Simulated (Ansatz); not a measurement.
Te:

```
CELL_PARAMETERS angstrom
4.45400 0.00000 0.00000
-2.22700 3.85728 0.00000
0.00000 0.00000 5.92400
ATOMIC_POSITIONS crystal
Te 0.73100 0.73100 0.00000
Te 0.00000 0.26900 0.66667
Te 0.26900 0.00000 0.33333
```

Base run:

```yaml
Program: Ansatz 0.2.0
Functional: PBE
Potentials_or_basis: all-electron LAPW, scalar-relativistic
Cutoff: 215 eV (chosen from the basis error)
Basis_error_allowed: 0.002 eV/atom
k_mesh: 7 × 7 × 5
Occupations: fermi-dirac, width 0.05 eV
Spin: no spin polarisation
```

Its results: pressure 1.5 GPa; largest force 0.144 eV/Å.

**Question.** The run is repeated on the same cell with these changes: functional from PBE to PBEsol. What comes out?

**Answer.** Pressure -0.9 GPa; largest force 0.099 eV/Å.

PBEsol binds more tightly than PBE, so the same cell stands under less pressure.
